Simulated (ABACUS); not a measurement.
**ZrN in ABACUS: the effect of functional**

The system is ZrN.

```xyz
2
Lattice="0.0000 2.3000 2.3000 2.3000 0.0000 2.3000 2.3000 2.3000 0.0000" Properties=species:S:1:pos:R:3 pbc="T T T"
Zr    2.3000    2.3000    2.3000
N     0.0000    0.0000    0.0000
```

Alike in all runs:

```yaml
Program: ABACUS 3.10.1
Task: single point
Potentials_or_basis: SG15 ONCV 1.2 PBE
Cutoff: 1361 eV
Density_cutoff: 5442 eV
Basis: DZP LCAO (the cutoffs set its grid)
k_mesh: 7 × 7 × 7
Occupations: fermi-dirac, width 0.05 eV
Spin: no spin polarisation
```

Task: One run gave: pressure 7.6 GPa. Which functional did it use?
A. BLYP
B. LDA
C. PBE
D. AM05
E. PBEsol

Result: A.

```csv
functional,pressure (GPa)
LDA,-9.4
PBE,-0.5
PBEsol,-6.5
AM05,-6.8
BLYP,7.6
```

Caveats: the atomic orbitals were generated for these runs and aren't a published set; the basis of atomic orbitals isn't converged, which shifts pressures, moduli and gaps; the potentials were made for another functional, which shifts forces and pressure (some runs).
